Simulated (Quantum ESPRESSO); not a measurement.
# ZnS (Wurtzite-2H) (P6_3mc) in Quantum ESPRESSO: reference runs

Aim: a first look at ZnS (Wurtzite-2H) with PBEsol, on the cell as given, then over a range of volumes.

All numbers are computed with Quantum ESPRESSO 7.5; they aren't measurements. Logs are shortened: lines on timing, memory, paths and dates and some standing lists are left out, and cuts for length are marked.

**What was measured.**

From a printed reference work, monograph, for a bulk crystal of ZnS at 4 K: band gap 3.911 eV (direct).

The results are compared with them further down.

## (1) The structure

Symmetry: P6_3mc, No. 186, hexagonal system. The conventional cell has a = 3.811 Å, b = 3.811 Å, c = 6.234 Å, α = 90.00°, β = 90.00°, γ = 120.00°. Zn (site symmetry 3m) is surrounded by 4 S at 2.31 to 2.40 Å. S (site symmetry 3m) has 4 Zn at 2.31 to 2.40 Å as nearest neighbours.

## (2) Single point, PBEsol

pw.in reads:

```
&CONTROL
  calculation = 'scf'
  prefix = 'pwscf'
  outdir = './tmp'
  pseudo_dir = './pseudo'
  tprnfor = .true.
  tstress = .true.
  disk_io = 'low'
/
&SYSTEM
  ibrav = 0
  celldm(1) = 8
  nat = 4
  ntyp = 2
  ecutwfc = 56
  ecutrho = 448
  nbnd = 36
  occupations = 'smearing'
  smearing = 'fd'
  degauss = 0.00367493
/
&ELECTRONS
  conv_thr = 8d-10
  electron_maxstep = 120
  mixing_beta = 0.5
/
ATOMIC_SPECIES
Zn    65.3800 zn_pbesol_v1.uspp.F.UPF
S     32.0600 s_pbesol_v1.4.uspp.F.UPF
CELL_PARAMETERS alat
  0.9002182826186   0.0000000000000   0.0000000000000
 -0.4501091413093   0.7796119016936   0.0000000000000
  0.0000000000000   0.0000000000000   1.4725690826146
ATOMIC_POSITIONS crystal
Zn     0.6666666667    0.3333333333    0.5000000000
Zn     0.3333333333    0.6666666667    0.0000000000
S      0.6666666667    0.3333333333    0.8850000000
S      0.3333333333    0.6666666667    0.3850000000
K_POINTS automatic
8 8 5 0 0 0
```

pp_density.in reads:

```
&INPUTPP
  prefix = 'pwscf'
  outdir = './tmp'
  filplot = 'density.dat'
  plot_num = 0
/
&PLOT
  nfile = 1
  filepp(1) = 'density.dat'
  iflag = 3
  output_format = 6
  fileout = 'density.cube'
/
```

pp_potential.in reads:

```
&INPUTPP
  prefix = 'pwscf'
  outdir = './tmp'
  filplot = 'potential.dat'
  plot_num = 11
/
&PLOT
  nfile = 1
  filepp(1) = 'potential.dat'
  iflag = 3
  output_format = 6
  fileout = 'potential.cube'
/
```

Potentials or basis: GBRV 1.5 PBEsol.

On the command line:

```bash
OMP_NUM_THREADS=1 mpirun -n 2 pw.x -nk 2 -in pw.in > pw.out
OMP_NUM_THREADS=1 mpirun -n 1 pp.x -in pp_density.in > pp_density.out
OMP_NUM_THREADS=1 mpirun -n 1 pp.x -in pp_potential.in > pp_potential.out
```

pw.out:

```text
This program is part of the open-source Quantum ESPRESSO suite
     for quantum simulation of materials; please cite
         "P. Giannozzi et al., J. Phys.:Condens. Matter 21 395502 (2009);
         "P. Giannozzi et al., J. Phys.:Condens. Matter 29 465901 (2017);
         "P. Giannozzi et al., J. Chem. Phys. 152 154105 (2020);
     in publications or presentations arising from this work. More details at

     Message from routine setup:
     using ibrav=0 with symmetry is DISCOURAGED, use correct ibrav instead

     K-points division:     npool     =       2
     Subspace diagonalization in iterative solution of the eigenvalue problem:
     a serial algorithm will be used

     G-vector sticks info
     --------------------
     sticks:   dense  smooth     PW     G-vecs:    dense   smooth      PW
     Sum        1615     805    241                84745    29949    4723

     Using Slab Decomposition

     bravais-lattice index     =            0
     lattice parameter (alat)  =       8.0000  a.u.
     unit-cell volume          =     529.1416 (a.u.)^3
     number of atoms/cell      =            4
     number of atomic types    =            2
     number of electrons       =        52.00
     number of Kohn-Sham states=           36
     kinetic-energy cutoff     =      56.0000  Ry
     charge density cutoff     =     448.0000  Ry
     scf convergence threshold =      8.0E-10
     mixing beta               =       0.5000
     number of iterations used =            8  plain     mixing
     Exchange-correlation= SLA  PW   PSX  PSC
                           (   1   4  10   8   0   0   0)

     celldm(1)=   8.000000  celldm(2)=   0.000000  celldm(3)=   0.000000
     celldm(4)=   0.000000  celldm(5)=   0.000000  celldm(6)=   0.000000

     crystal axes: (cart. coord. in units of alat)
               a(1) = (   0.900218   0.000000   0.000000 )
               a(2) = (  -0.450109   0.779612   0.000000 )
               a(3) = (   0.000000   0.000000   1.472569 )

     reciprocal axes: (cart. coord. in units 2 pi/alat)
               b(1) = (  1.110842  0.641345 -0.000000 )
               b(2) = (  0.000000  1.282689  0.000000 )
               b(3) = (  0.000000 -0.000000  0.679085 )

     PseudoPot. # 1 for Zn read from file:
     zn_pbesol_v1.uspp.F.UPF
     Pseudo is Ultrasoft, Zval = 20.0
     Generated by new atomic code, or converted to UPF format
     Using radial grid of  943 points,  6 beta functions with:
                l(1) =   0
                l(2) =   0
                l(3) =   1
                l(4) =   1
                l(5) =   2
                l(6) =   2
     Q(r) pseudized with  8 coefficients,  rinner =    1.100   1.100   1.100
                                                       1.100   1.100

     PseudoPot. # 2 for S  read from file:
     s_pbesol_v1.4.uspp.F.UPF
     Pseudo is Ultrasoft + core correction, Zval =  6.0
     Generated by new atomic code, or converted to UPF format
     Using radial grid of  907 points,  6 beta functions with:
                l(1) =   0
                l(2) =   0
                l(3) =   1
                l(4) =   1
                l(5) =   2
                l(6) =   2
     Q(r) pseudized with  8 coefficients,  rinner =    1.300   1.300   1.300
                                                       1.300   1.300

     atomic species   valence    mass     pseudopotential
     Zn               20.00    65.38000     Zn( 1.00)
     S                 6.00    32.06000     S ( 1.00)

     12 Sym. Ops. (no inversion) found ( 6 have fractional translation)

   Cartesian axes

     site n.     atom                  positions (alat units)
         1        Zn     tau(   1) = (   0.4501091   0.2598706   0.7362845  )
         2        Zn     tau(   2) = (  -0.0000000   0.5197413   0.0000000  )
         3        S      tau(   3) = (   0.4501091   0.2598706   1.3032236  )
         4        S      tau(   4) = (  -0.0000000   0.5197413   0.5669391  )

     number of k points=    30  Fermi-Dirac smearing, width (Ry)=  0.0037
                       cart. coord. in units 2pi/alat
        k(    1) = (   0.0000000   0.0000000   0.0000000), wk =   0.0062500
        k(    2) = (   0.0000000   0.0000000   0.1358171), wk =   0.0125000
        k(    3) = (   0.0000000   0.0000000   0.2716341), wk =   0.0125000
        k(    4) = (   0.0000000   0.1603362   0.0000000), wk =   0.0375000
        k(    5) = (   0.0000000   0.1603362   0.1358171), wk =   0.0750000
        k(    6) = (   0.0000000   0.1603362   0.2716341), wk =   0.0750000
[... 22 lines left out ...]
        k(   29) = (   0.2777104   0.6413447   0.1358171), wk =   0.0750000
        k(   30) = (   0.2777104   0.6413447   0.2716341), wk =   0.0750000

     Dense  grid:    84745 G-vectors     FFT dimensions: (  50,  50,  80)

     Smooth grid:    29949 G-vectors     FFT dimensions: (  36,  36,  60)

     Initial potential from superposition of free atoms

     starting charge      51.9997, renormalised to      52.0000
     Starting wfcs are   34 randomized atomic wfcs +    2 random wfcs

     Self-consistent Calculation

     iteration #  1     ecut=    56.00 Ry     beta= 0.50
     Davidson diagonalization with overlap
     ethr =  1.00E-02,  avg # of iterations =  4.4

     Threshold (ethr) on eigenvalues was too large:
     Diagonalizing with lowered threshold

     Davidson diagonalization with overlap
     ethr =  3.86E-04,  avg # of iterations =  1.9

     total energy              =    -970.68747823 Ry
     estimated scf accuracy    <       0.19371484 Ry

     iteration #  2     ecut=    56.00 Ry     beta= 0.50
     Davidson diagonalization with overlap
     ethr =  3.73E-04,  avg # of iterations =  2.0

     total energy              =    -970.73340089 Ry
     estimated scf accuracy    <       0.05243003 Ry

     iteration #  3     ecut=    56.00 Ry     beta= 0.50
     Davidson diagonalization with overlap
     ethr =  1.01E-04,  avg # of iterations =  2.0

     total energy              =    -970.74366600 Ry
     estimated scf accuracy    <       0.00332700 Ry
[... 33 lines left out ...]
     total energy              =    -970.74387039 Ry
     estimated scf accuracy    <       0.00000003 Ry

     iteration #  9     ecut=    56.00 Ry     beta= 0.50
     Davidson diagonalization with overlap
     ethr =  5.98E-11,  avg # of iterations =  2.0

     total energy              =    -970.74387040 Ry
     estimated scf accuracy    <          2.5E-09 Ry

     iteration # 10     ecut=    56.00 Ry     beta= 0.50
     Davidson diagonalization with overlap
     ethr =  4.76E-12,  avg # of iterations =  2.2

     End of self-consistent calculation

          k = 0.0000 0.0000 0.0000 (  3791 PWs)   bands (ev):

  -117.8623-117.8623 -72.1928 -72.1927 -72.1921 -72.1921 -72.1921 -72.1921
    -6.4743  -5.5312   0.3320   0.3320   0.3954   0.3954   0.4079   0.8142
     0.8142   0.8960   0.8960   1.0495   1.5060   5.8660   5.8660   6.7253
     6.7253   6.7374   8.8437   9.6119  12.9146  12.9146  13.2202  14.2382
    14.2382  15.8703  16.6838  16.6838

          k = 0.0000 0.0000 0.1358 (  3772 PWs)   bands (ev):

  -117.8623-117.8623 -72.1928 -72.1927 -72.1921 -72.1921 -72.1921 -72.1921
    -6.3969  -5.6371   0.3356   0.3356   0.3869   0.3869   0.4023   0.7160
     0.8239   0.8239   0.8901   0.8901   2.1660   5.9419   5.9419   5.9431
     6.6363   6.6363   9.5185   9.7187  12.9448  12.9683  12.9683  14.0099
    14.0099  15.2718  17.0527  17.0528

          k = 0.0000 0.0000 0.2716 (  3736 PWs)   bands (ev):
[... 65 lines left out ...]
  -117.8623-117.8623 -72.1927 -72.1927 -72.1922 -72.1922 -72.1921 -72.1921
    -5.6671  -5.2529   0.3408   0.4522   0.4718   0.5849   0.6262   0.6907
     0.8325   0.8522   0.9117   1.1166   2.0110   2.8944   3.7587   4.7385
     5.6543   5.7398  10.2287  10.6596  12.3619  12.9107  14.1120  14.8993
    15.6472  17.0111  17.0709  18.2247

          k = 0.0000 0.4810 0.2716 (  3745 PWs)   bands (ev):

  -117.8623-117.8623 -72.1927 -72.1927 -72.1922 -72.1922 -72.1921 -72.1921
    -5.5395  -5.3808   0.3362   0.3784   0.5057   0.5492   0.6168   0.6323
     0.8671   0.8894   0.8943   0.9854   2.1983   2.5292   4.6473   5.0244
     5.4033   5.4500  10.1767  10.6539  11.8648  12.3472  14.9192  15.1306
    15.6529  16.0122  17.4440  18.5681

          k = 0.0000-0.6413 0.0000 (  3714 PWs)   bands (ev):

  -117.8623-117.8623 -72.1927 -72.1927 -72.1922 -72.1922 -72.1921 -72.1921
    -5.5180  -5.1893   0.3663   0.4736   0.5765   0.6353   0.6727   0.7291
     0.8674   0.9281   0.9850   1.0041   1.8642   2.4751   3.5321   4.4550
     5.1419   5.7417  10.2180  10.8963  11.7784  13.7480  14.0443  15.0360
    15.6380  17.9190  18.6922  19.1872

          k = 0.0000-0.6413 0.1358 (  3740 PWs)   bands (ev):

  -117.8623-117.8623 -72.1927 -72.1927 -72.1922 -72.1922 -72.1921 -72.1921
    -5.4836  -5.2168   0.3563   0.4886   0.5019   0.6203   0.6742   0.7337
     0.8705   0.9180   1.0138   1.0252   1.7337   2.2755   3.9693   4.5646
     5.3471   5.5990  10.2835  10.3259  12.2695  12.9349  14.0778  14.7155
    16.2929  17.7443  18.3573  19.6501

          k = 0.0000-0.6413 0.2716 (  3752 PWs)   bands (ev):

  -117.8623-117.8623 -72.1927 -72.1927 -72.1922 -72.1922 -72.1921 -72.1921
    -5.3958  -5.2934   0.3484   0.3939   0.5288   0.5796   0.6865   0.7132
     0.8802   0.8974   1.0388   1.0600   1.6975   1.9246   4.8140   4.8605
     5.2517   5.4139  10.0222  10.4144  11.7851  11.9931  14.9817  15.3132
    16.2698  16.2783  18.6649  19.1084

          k = 0.1389 0.2405 0.0000 (  3759 PWs)   bands (ev):

  -117.8623-117.8623 -72.1928 -72.1927 -72.1921 -72.1921 -72.1921 -72.1921
    -6.1660  -5.3644   0.3262   0.3889   0.4349   0.4530   0.5017   0.7816
     0.7860   0.8138   0.9063   1.1433   1.9114   4.1700   4.6856   5.2312
     6.1883   6.3443  10.4871  11.1314  12.1944  13.1497  13.7200  13.9692
    15.1733  15.2498  15.8984  16.3970

          k = 0.1389 0.2405 0.1358 (  3757 PWs)   bands (ev):

  -117.8623-117.8623 -72.1928 -72.1927 -72.1921 -72.1921 -72.1921 -72.1921
    -6.0976  -5.4502   0.3238   0.3907   0.4230   0.4455   0.4932   0.6832
     0.8011   0.8240   0.8981   0.9912   2.3977   4.3290   4.4991   5.2256
     6.0650   6.1935  10.6381  11.2187  12.2999  12.9667  13.3223  13.9210
    15.1120  15.2807  16.2646  16.5421
[... 91 lines left out ...]
  -117.8623-117.8623 -72.1927 -72.1927 -72.1922 -72.1922 -72.1922 -72.1921
    -5.3361  -5.2202   0.4216   0.5290   0.5937   0.6481   0.7313   0.7316
     0.8218   0.8360   1.0549   1.1435   1.9844   2.2966   3.1485   4.4467
     4.5604   5.0948  11.3399  12.0304  12.2027  13.3121  13.9731  14.9233
    16.0719  16.9257  17.1933  17.7816

          k = 0.2777 0.6413 0.2716 (  3731 PWs)   bands (ev):

  -117.8623-117.8623 -72.1927 -72.1927 -72.1922 -72.1922 -72.1922 -72.1922
    -5.2918  -5.2472   0.4643   0.5144   0.5237   0.5846   0.6995   0.7018
     0.8236   0.8267   1.1265   1.1731   1.8723   2.0032   3.5134   3.9995
     5.2341   5.4723  11.0505  11.3794  12.6343  13.0693  13.7420  14.2580
    16.0383  16.2237  17.5080  17.6094

     the Fermi energy is     7.7057 ev

!    total energy              =    -970.74387040 Ry
     estimated scf accuracy    <          6.9E-11 Ry
     smearing contrib. (-TS)   =      -0.00000000 Ry
     internal energy E=F+TS    =    -970.74387040 Ry

     The total energy is F=E-TS. E is the sum of the following terms:
     one-electron contribution =    -908.56878436 Ry
     hartree contribution      =     467.71154995 Ry
     xc contribution           =    -100.27157114 Ry
     ewald contribution        =    -429.61506485 Ry

     convergence has been achieved in  10 iterations

     Forces acting on atoms (cartesian axes, Ry/au):

     atom    1 type  1   force =     0.00000000    0.00000000    0.01195448
     atom    2 type  1   force =    -0.00000000    0.00000000    0.01195448
     atom    3 type  2   force =     0.00000000    0.00000000   -0.01195448
     atom    4 type  2   force =     0.00000000    0.00000000   -0.01195448

     Total force =     0.023909     Total SCF correction =     0.000003

     Computing stress (Cartesian axis) and pressure

          total   stress  (Ry/bohr**3)                   (kbar)     P=      -12.39
  -0.00004233  -0.00000000  -0.00000000           -6.23       -0.00       -0.00
  -0.00000000  -0.00004233  -0.00000000           -0.00       -6.23       -0.00
  -0.00000000  -0.00000000  -0.00016812           -0.00       -0.00      -24.73

=------------------------------------------------------------------------------=
   JOB DONE.
=------------------------------------------------------------------------------=
```

Run time: 46 s. Hardware: 2 MPI ranks of Arm Neoverse V2, shared host; peak memory 0.48 GiB.

What came out:

```
Free energy            : -13207.6432 eV
Pressure               : -1.2 GPa
Largest force          : 0.307 eV/Å
Band gap on the k mesh : 2.11 eV, direct
```

Forces on the atoms (eV/Å):
```
Zn   0.000  0.000  0.307
Zn   0.000  0.000  0.307
S    0.000  0.000 -0.307
S    0.000  0.000 -0.307
```

## (3) Single point, PBEsol, 18.43 Å³/atom

Edit pw.in of step 2 so:

```diff
@@ -5,5 +5,4 @@
   pseudo_dir = './pseudo'
-  tprnfor = .true.
   tstress = .true.
-  disk_io = 'low'
+  disk_io = 'nowf'
 /
@@ -11,3 +10,2 @@
   ibrav = 0
-  celldm(1) = 8
   nat = 4
@@ -29,6 +27,6 @@
 S     32.0600 s_pbesol_v1.4.uspp.F.UPF
-CELL_PARAMETERS alat
-  0.9002182826186   0.0000000000000   0.0000000000000
- -0.4501091413093   0.7796119016936   0.0000000000000
-  0.0000000000000   0.0000000000000   1.4725690826146
+CELL_PARAMETERS angstrom
+   3.7332026603    0.0000000000    0.0000000000
+  -1.8666013302    3.2330483413    0.0000000000
+   0.0000000000    0.0000000000    6.1067398017
 ATOMIC_POSITIONS crystal
```

Potentials or basis: GBRV 1.5 PBEsol.

On the command line:

```bash
OMP_NUM_THREADS=1 mpirun -n 2 pw.x -nk 2 -in pw.in > pw.out
```

Run time: 40 s. Hardware: 2 MPI ranks of Arm Neoverse V2, shared host; peak memory 0.46 GiB.

It converged, with:

```yaml
Free_energy: -13207.6058 eV
Pressure: 3.9 GPa
Band_gap_on_the_k_mesh: 2.39 eV, direct
```

(Part 1 of 2 ends here.)
